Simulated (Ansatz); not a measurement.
TiSi₂: a fit and a missing row

TiSi₂, Fddd, a = 4.808 Å, b = 8.270 Å, c = 8.559 Å. Ansatz: PBE, PAW, 420 eV, Γ-centred 10×10×10 mesh on 6 atoms, Gaussian smearing 0.10 eV; no spin polarisation. Shape and atoms are relaxed at each volume; pressure is positive in compression.

| V (Å³/atom) | P (GPa) |
| --- | --- |
| 12.479 | 23.54 |
| 12.904 | 16.16 |
| 13.330 | 9.89 |
| 13.755 | 4.55 |
| 14.180 | 0.00 |
| 14.606 | -3.87 |
| 15.031 | -7.16 |
| 15.598 | ? |

**Question.** Take V0 = 14.180 Å³/atom, fit the third-order Birch–Murnaghan form to the other rows, and predict the missing pressure.

**Answer.** With the Eulerian strain f = ½[(V0/V)^(2/3) − 1] and y = P/[3f(1 + 2f)^(5/2)], the form is the line y = B0 + 1.5 B0 (B0′ − 4) f. Rows (f, y): 0.04446, 142.6; 0.03244, 141.9; 0.02104, 141.3; 0.01025, 140.6; -0.00977, 138.7; -0.01905, 138.1. Means f = 0.01323, y = 140.53; Σ(Δf)² = 0.002985, ΣΔfΔy = 0.2173; the slope is their ratio. y = 139.6 + 72.79 f GPa, so B0 = 139.6 GPa and B0′ = 4 + 2 × (72.79)/(3 × 139.6) = 4.35. At V = 15.598, f = -0.03078, y = 137.36 and P = -10.82 GPa. The run gave -10.78 GPa, so the fit is 0.04 GPa too low, a small miss on the scale of the series. The form still works here, 22 % of the fitted range beyond its end.